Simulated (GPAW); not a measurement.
## Collinear magnetic orders of free-standing square Cr monolayer, spacing 3.072 A with GPAW

Does free-standing square Cr monolayer, spacing 3.072 A prefer parallel or opposed moments, or none?

Program: GPAW 26.7.0. Level of theory: revPBE; plane waves with GPAW's PAW setups, scalar-relativistic. Results are calculated unless marked as measured.

Report form: the programs' logs are mostly left out.

**1. The starting structure**

The cell holds 1 atom: 1 Cr. Its edges and angles: a = 3.072 Å, b = 3.072 Å, c = 14.000 Å, α = 90.0°, β = 90.0°, γ = 90.0°. model lattice. Vacuum lies along c.

Coordinates:

```cif
data_structure
_symmetry_space_group_name_H-M 'P 1'
_symmetry_Int_Tables_number 1
_cell_length_a 3.0720
_cell_length_b 3.0720
_cell_length_c 14.0000
_cell_angle_alpha 90.000
_cell_angle_beta 90.000
_cell_angle_gamma 90.000
_cell_volume 132.12
loop_
_atom_site_label
_atom_site_type_symbol
_atom_site_fract_x
_atom_site_fract_y
_atom_site_fract_z
_atom_site_occupancy
Cr1 Cr 0.00000 0.00000 0.50000 1
```

**2. Start 1: ferro +**

The parallel start comes first: it fits the smallest cell, keeps the most symmetry and shows whether parallel moments form.

Contents of order1.py:

```python
import json
import numpy as np
from ase import Atoms
from ase.parallel import paropen, parprint
from gpaw import GPAW

atoms = Atoms(['Cr'],
    cell=[[3.072, 0.0, 0.0],
         [0.0, 3.072, 0.0],
         [0.0, 0.0, 14.0]],
    scaled_positions=[[0.0, 0.0, 0.5]],
    pbc=True,
    magmoms=[2.5])
atoms.calc = GPAW(mode={'name': 'pw', 'ecut': 550},
    xc='revPBE',
    kpts={'size': (10, 10, 1), 'gamma': True},
    occupations={'name': 'fermi-dirac', 'width': 0.05},
    convergence={'density': 1e-05, 'energy': 1e-05},
    maxiter=200,
    symmetry={'tolerance': 1e-4},
    txt='order1.txt')
e = atoms.get_potential_energy(force_consistent=True)
res = {'free_energy': e, 'energy_sigma0': atoms.get_potential_energy(), 'fermi_energy': atoms.calc.get_fermi_level()}
res['moments'] = atoms.get_magnetic_moments().tolist()
res['total'] = atoms.get_magnetic_moment()
parprint('site moments (muB):', np.round(res['moments'], 3))
parprint(f"total moment: {res['total']:.3f} muB")
parprint(f'free energy: {e:.6f} eV')
atoms.calc.write('order1.gpw')
with paropen('results.json', 'w') as f:
    json.dump(res, f)
```

Launch:

```
> OMP_NUM_THREADS=1 python3 order1.py > order1.log
```

Wall time 36 s (1 MPI rank of Intel Xeon Platinum 8259CL at 2.50GHz (Skylake/Cascade Lake), shared host); peak memory 0.22 GiB.

This step gave:

```yaml
magnetization: 5.091 μB
final_state: ferromagnetic
largest_moment: 3.934 μB
```

After 15 cycles the largest moment stands at 3.93 μB.

**3. Start 2: antiferro q=(1/2,1/2,0) +-**

Reversing part of the moments tests the sign of the couplings between them.

The cell is doubled to 2 atoms to hold this order. Its mesh is chosen so that both cells sample the same points.

Contents of order2.py:

```python
import json
import numpy as np
from ase import Atoms
from ase.parallel import paropen, parprint
from gpaw import GPAW

atoms = Atoms(['Cr', 'Cr'],
    cell=[[6.144, 0.0, 0.0],
         [3.072, 3.072, 0.0],
         [0.0, 0.0, 14.0]],
    scaled_positions=[[0.0, 0.0, 0.5],
         [0.5, 0.0, 0.5]],
    pbc=True,
    magmoms=[2.5, -2.5])
atoms.calc = GPAW(mode={'name': 'pw', 'ecut': 550},
    xc='revPBE',
    kpts={'size': (5, 10, 1), 'gamma': True},
    occupations={'name': 'fermi-dirac', 'width': 0.05},
    convergence={'density': 1e-05, 'energy': 1e-05},
    maxiter=200,
    symmetry={'tolerance': 1e-4},
    txt='order2.txt')
e = atoms.get_potential_energy(force_consistent=True)
res = {'free_energy': e, 'energy_sigma0': atoms.get_potential_energy(), 'fermi_energy': atoms.calc.get_fermi_level()}
res['moments'] = atoms.get_magnetic_moments().tolist()
res['total'] = atoms.get_magnetic_moment()
parprint('site moments (muB):', np.round(res['moments'], 3))
parprint(f"total moment: {res['total']:.3f} muB")
parprint(f'free energy: {e:.6f} eV')
atoms.calc.write('order2.gpw')
with paropen('results.json', 'w') as f:
    json.dump(res, f)
```

Launch:

```
> OMP_NUM_THREADS=1 python3 order2.py > order2.log
```

Wall time 2.5 min (1 MPI rank); peak memory 0.44 GiB.

Read from the output:

```yaml
magnetization: 0 μB
final_state: antiferromagnetic
largest_moment: 3.813 μB
```

It lies 257 meV a seeded atom under the first start, and its largest moment is 3.81 μB against 3.93 μB.

**4. Order 3, typed as antiferro q=(0,1/2,0) +-**

An opposed order shows whether the pairs that it reverses prefer unlike signs.

The cell is doubled to 2 atoms to hold this order. Its mesh is chosen so that both cells sample the same points.

order3.py is the script of step 3 with these lines changed:

```diff
@@ -7,7 +7,7 @@
 atoms = Atoms(['Cr', 'Cr'],
-    cell=[[6.144, 0.0, 0.0],
-         [3.072, 3.072, 0.0],
+    cell=[[3.072, 0.0, 0.0],
+         [0.0, 6.144, 0.0],
          [0.0, 0.0, 14.0]],
     scaled_positions=[[0.0, 0.0, 0.5],
-         [0.5, 0.0, 0.5]],
+         [0.0, 0.5, 0.5]],
     pbc=True,
@@ -16,3 +16,3 @@
     xc='revPBE',
-    kpts={'size': (5, 10, 1), 'gamma': True},
+    kpts={'size': (10, 5, 1), 'gamma': True},
     occupations={'name': 'fermi-dirac', 'width': 0.05},
@@ -21,3 +21,3 @@
     symmetry={'tolerance': 1e-4},
-    txt='order2.txt')
+    txt='order3.txt')
 e = atoms.get_potential_energy(force_consistent=True)
@@ -29,3 +29,3 @@
 parprint(f'free energy: {e:.6f} eV')
-atoms.calc.write('order2.gpw')
+atoms.calc.write('order3.gpw')
 with paropen('results.json', 'w') as f:
```

Launch:

```
> OMP_NUM_THREADS=1 python3 order3.py > order3.log
```

Run time: 90 s. Hardware: 1 MPI rank; peak memory 0.34 GiB.

Spin moment in the augmentation sphere by atom:

| atom | spin moment in the augmentation sphere (μB) |
| --- | --- |
| Cr1 | 3.89 |
| Cr2 | -3.89 |

This step gave:

| Item | Value |
| --- | --- |
| magnetization | 0 μB |
| final state | antiferromagnetic |

It lies 212 meV a seeded atom under the first start, and its largest moment is 3.89 μB against 3.93 μB.

**5. Run 4 (no spin polarisation)**

This run holds no moments, which gives a state to set the others against.

Contents of nospin.py:

```python
import json
import numpy as np
from ase import Atoms
from ase.parallel import paropen, parprint
from gpaw import GPAW

atoms = Atoms(['Cr'],
    cell=[[3.072, 0.0, 0.0],
         [0.0, 3.072, 0.0],
         [0.0, 0.0, 14.0]],
    scaled_positions=[[0.0, 0.0, 0.5]],
    pbc=True)
atoms.calc = GPAW(mode={'name': 'pw', 'ecut': 550},
    xc='revPBE',
    kpts={'size': (10, 10, 1), 'gamma': True},
    occupations={'name': 'fermi-dirac', 'width': 0.05},
    convergence={'density': 1e-05, 'energy': 1e-05},
    maxiter=200,
    symmetry={'tolerance': 1e-4},
    txt='nospin.txt')
e = atoms.get_potential_energy(force_consistent=True)
res = {'free_energy': e, 'energy_sigma0': atoms.get_potential_energy(), 'fermi_energy': atoms.calc.get_fermi_level()}
parprint(f'free energy: {e:.6f} eV')
atoms.calc.write('nospin.gpw')
with paropen('results.json', 'w') as f:
    json.dump(res, f)
```

Launch:

```
> OMP_NUM_THREADS=1 python3 nospin.py > nospin.log
```

Run time: 20 s. Hardware: 1 MPI rank; peak memory 0.18 GiB.

Numbers from this step:

| Item | Value |
| --- | --- |
| final state | non-magnetic (no spin polarisation) |

It lies 2404 meV a seeded atom over the first start.

**6. Energies of the orders**

These are free energies at a smearing of 0.05 eV, so its entropy term is in the differences. They are divided by the number of seeded atoms, so that cells of unlike size compare. Wavevectors q in the names are fractions of the reciprocal vectors of the first run's cell.

Orders:

| start | final state | typed order kept | energy over the lowest (meV a seeded atom) | largest site moment (μB) | net moment (μB a primitive cell) | mesh matched | CPU time (s) |
| --- | --- | --- | --- | --- | --- | --- | --- |
| ferro + | ferromagnetic | yes | 256.8 | 3.934 | 5.091 | yes | 35.82 |
| antiferro q=(1/2,1/2,0) +- | antiferromagnetic | yes | 0 | 3.813 | 0 | yes | 149.5 |
| antiferro q=(0,1/2,0) +- | antiferromagnetic | yes | 45.08 | 3.89 | 0 | yes | 90.37 |
| no spin polarisation | non-magnetic | - | 2660 | 0 | 0 | yes | 19.43 |

**7. What came out**

| Quantity | Value |
| --- | --- |
| lowest state found | antiferromagnetic (typed antiferro q=(1/2,1/2,0) +-) |
| largest site moment | 3.81 μB |
| next state | antiferromagnetic, 45.1 meV a seeded atom higher |
| energy gained by spin polarisation | 2660 meV a seeded atom |

In words: The lowest state found is antiferromagnetic, reached from the start antiferro q=(1/2,1/2,0) +-, with moments up to 3.81 μB. The next state costs 45 meV a seeded atom. This is the lowest of 4 finished starts, no proof of the ground state.

[Logs and program files are shortened in this print: banners, set-up blocks, solver, clock and traceback lines can be left out without a mark of their own.]

[Logs are printed without paths, hosts, clocks, repeated set-up lines and the standing remarks that a program may print on its own settings, such as how far it seeks lower states.]

[Hosts, paths, dates, database ids (printed as entryN), source tags and the programs' standing remarks are cut or masked in the printed files.]

[Where a cell is said to come from a database of computed structures, the database is the Materials Project.]
